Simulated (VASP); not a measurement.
TaN: single point with LDA+U

The system is TaN.

```
CELL_PARAMETERS angstrom
5.18500 0.00000 0.00000
-2.59250 4.49034 0.00000
0.00000 0.00000 2.90800
ATOMIC_POSITIONS crystal
Ta 0.00000 0.00000 0.00000
Ta 0.33333 0.66667 0.50000
Ta 0.66667 0.33333 0.50000
N 0.50000 0.00000 0.00000
N 0.50000 0.50000 0.00000
N 0.00000 0.50000 0.00000
```

```yaml
Program: VASP 6.6.1
Task: single point
Functional: LDA
Potentials_or_basis: VASP PAW LDA potentials, release 64 (Ta_pv, N)
Cutoff: 520 eV
k_mesh: 4 × 4 × 7
Occupations: gaussian, width 0.05 eV
Spin: collinear spin, zero start
Starting_moments: "[0.0, -0.0, -0.0, 0.0, 0.0, 0.0] μB"
Hubbard_terms: Ta d U = 4.0 eV
Dipole_correction: no
Further_INCAR_settings: ALGO = Fast; EDIFF = 1e-06; NBANDS = 37
```

- Pressure: 9.0 GPa
- Band gap on the k mesh: none (metal or under the smearing width)
- Net moment: 0.00 μB per cell
- Valence electrons inside the program's atomic spheres: Ta 8.55, 8.97; N 3.80

Stress tensor (GPa, compression positive):
```
 8.44  0.00  0.00
 0.00  8.44  0.00
 0.00  0.00 10.02
```

Levels at points of the mesh, in eV from the Fermi level:
Spin up:
```csv
k point,band 21,band 22,band 23,band 24,band 25,band 26,band 27,band 28
"(0.00, 0.00, 0.00)",-3.12,-2.71,-2.10,-1.11,-1.11,0.89,0.89,1.00
"(0.50, 0.00, 0.00)",-3.55,-3.03,-1.86,-0.66,1.42,1.95,2.00,2.36
```
Spin down:
```tsv
k point	band 21	band 22	band 23	band 24	band 25	band 26	band 27	band 28
(0.00, 0.00, 0.00)	-3.12	-2.71	-2.10	-1.11	-1.11	0.89	0.89	1.00
(0.50, 0.00, 0.00)	-3.55	-3.03	-1.86	-0.66	1.42	1.95	2.00	2.36
```

Eigenvalues of the final occupation matrices:
| site | spin | trace | eigenvalues |
| --- | --- | --- | --- |
| site 1 d | 1 | 1.08 | 0.16 0.16 0.25 0.25 0.26 |
| site 1 d | 2 | 1.08 | 0.16 0.16 0.25 0.25 0.26 |
| site 2 d | 1 | 1.18 | 0.21 0.21 0.24 0.24 0.27 |
| site 2 d | 2 | 1.18 | 0.21 0.21 0.24 0.24 0.27 |
| site 3 d | 1 | 1.18 | 0.21 0.21 0.24 0.24 0.27 |
| site 3 d | 2 | 1.18 | 0.21 0.21 0.24 0.24 0.27 |

Run time: 49 s on 1 thread of Intel(R) Xeon(R) Platinum 8488C (Sapphire Rapids) (shared host), peak memory 0.2 GiB.

The run has no spin-orbit coupling, so splittings on Ta are missing. The state reached can hang on the start; a lower one may exist.
